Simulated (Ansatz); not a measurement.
**Elastic constants of AlNi: input and output**

Level of theory: DFT PBEsol, scalar-relativistic, plane waves, PAW in Ansatz 0.2.0.

Launched with:
```bash
ansatz run input.yaml --threads 1 --pin off --max-ram 3072MiB --backend cpu --events-out ev --progress --plain --runs-dir out
```

Input (bare energies are in eV):
```yaml
crystal:
  lattice:
    - [2.0240845335, -2.0240834526, 0.0]
    - [2.0240845335, 2.0240834526, 0.0]
    - [0.0, 0.0, 2.8647504677]
  atoms:
    - { symbol: Al, position: [0.0, 0.0, 0.0] }
    - { symbol: Ni, position: [0.5, 0.5, 0.5] }
basis:
  ecutwfc: 420
kpoints:
  mp_grid: { grid: [16, 16, 14] }
hamiltonian:
  xc: pbesol
scf:
  occupations: { method: fermi_dirac, width: 0.15 }
output:
  forces: true
  stress: true
  eigenvalues: true
elastic:
  mode: relaxed_ion
  amplitude: 0.005
```

From the output:
```
--- Elastic constants: 4 strain directions × 4 members + reference (group order 16) ---
  dense FFT box of the reference and of every strained cell: 20×20×20
  strains applied: 11, 33, 23, 12; error gains: componentwise 1.00 (the most a stress slope's error grows in a printed constant), spectral 1.41 (1 for all six strains in a standard setting)
  C = ∂σ_k/∂η_j (tension-positive GPa; Voigt order 11 22 33 23 13 12):
       313.130     56.299    147.120     -0.000     -0.000      0.000
        56.299    313.130    147.120     -0.000     -0.000      0.000
       147.133    147.133    223.385     -0.000     -0.000      0.000
         0.000      0.000      0.000    128.224      0.000     -0.000
         0.000      0.000      0.000     -0.000    128.224     -0.000
        -0.000     -0.000     -0.000      0.000     -0.000     37.327
  reference stress σ⁰ (GPa):      0.000      0.000      0.005      0.000     -0.000      0.000
  C* (energy form; C + prestress term) asymmetry max|C*_kj − C*_jk| = 1.770e-2 GPa — a small one proves nothing (zero by symmetry where the batch's group is 432, −43m or m−3m); a large one is finite-difference/SCF noise where every solve ...
  moduli (Voigt/Reuss/Hill, GPa): K = 172.31/172.30/172.31   G = 92.03/65.34/78.68   E = 204.86   ν = 0.302
  mechanically stable: yes (min eigenvalue of sym C = 37.33 GPa)
  strain η (Voigt 11):  stress-route row diagonal C_11 = 313.13 GPa, energy-path curvature d²(F+E_count+ΔE)/dδ²/Ω₀ = 313.10 GPa
    cells at ±δ against ±2δ: C31 147.18 and 147.31 GPa, apart by 0.04 % of the column's largest entry
         δ    σ_11 (GPa) F (eV) n_scf n_hpsi n_pw
    -1.000e-2      -3.2385       -6330.8919636       8  181778    468   relax 0 steps, max|allowed force component| 0.00e0 eV/Å
    -5.000e-3      -1.5922       -6330.8937298       4  131910    472   relax 0 steps, max|allowed force component| 1.28e-29 eV/Å
     5.000e-3       1.5394       -6330.8937394       4  127928    480   relax 0 steps, max|allowed force component| 6.16e-33 eV/Å
     1.000e-2       3.0259       -6330.8920633       7  149432    480   relax 0 steps, max|allowed force component| 1.26e-29 eV/Å
  strain η (Voigt 33):  stress-route row diagonal C_33 = 223.38 GPa, energy-path curvature d²(F+E_count+ΔE)/dδ²/Ω₀ = 223.32 GPa
    cells at ±δ against ±2δ: C23 147.14 and 147.22 GPa, apart by 0.03 % of the column's largest entry
         δ    σ_33 (GPa) F (eV) n_scf n_hpsi n_pw
    -1.000e-2      -2.3132       -6330.8926391       8  111434    470   relax 0 steps, max|allowed force component| 3.55e-29 eV/Å
    -5.000e-3      -1.1328       -6330.8938995       3   74290    470   relax 0 steps, max|allowed force component| 2.05e-28 eV/Å
     5.000e-3       1.1012       -6330.8938984       4   78043    480   relax 0 steps, max|allowed force component| 5.42e-29 eV/Å
     1.000e-2       2.1562       -6330.8927030       6   84743    480   relax 0 steps, max|allowed force component| 1.55e-28 eV/Å
  strain η (Voigt 23):  stress-route row diagonal C_44 = 128.22 GPa, energy-path curvature d²(F+E_count+ΔE)/dδ²/Ω₀ = 128.24 GPa
    cells at ±δ against ±2δ: C44 128.23 and 128.24 GPa, apart by 0.01 % of the column's largest entry
         δ    σ_23 (GPa) F (eV) n_scf n_hpsi n_pw
    -1.000e-2      -1.2824       -6330.8933686       7  258301    480   relax 0 steps, max|allowed force component| 3.08e-28 eV/Å
    -5.000e-3      -0.6411       -6330.8940724       3  210710    480   relax 0 steps, max|allowed force component| 0.00e0 eV/Å
     5.000e-3       0.6411       -6330.8940724       3  203317    480   relax 0 steps, max|allowed force component| 0.00e0 eV/Å
     1.000e-2       1.2824       -6330.8933686       6  247000    480   relax 0 steps, max|allowed force component| 3.08e-28 eV/Å
  strain η (Voigt 12):  stress-route row diagonal C_66 = 37.33 GPa, energy-path curvature d²(F+E_count+ΔE)/dδ²/Ω₀ = 37.35 GPa
    cells at ±δ against ±2δ: C66 37.34 and 37.38 GPa, apart by 0.10 % of the column's largest entry
         δ    σ_12 (GPa) F (eV) n_scf n_hpsi n_pw
    -1.000e-2      -0.3738       -6330.8940336       8  176428    470   relax 0 steps, max|allowed force component| 8.93e-29 eV/Å
    -5.000e-3      -0.1867       -6330.8942399       4  149872    480   relax 0 steps, max|allowed force component| 2.52e-29 eV/Å
     5.000e-3       0.1867       -6330.8942399       4  145279    480   relax 0 steps, max|allowed force component| 0.00e0 eV/Å
     1.000e-2       0.3738       -6330.8940336       6  156425    470   relax 0 steps, max|allowed force component| 8.95e-29 eV/Å
```

It took 92 s on 1 thread of Intel(R) Xeon(R) 6975P-C (Granite Rapids), on a shared host, peak memory 0.68 GiB.

In a metal, frequencies and elastic constants depend on the k mesh and the smearing, soft modes and shear constants most. Spin polarisation was left out, and a magnetic state may lie lower.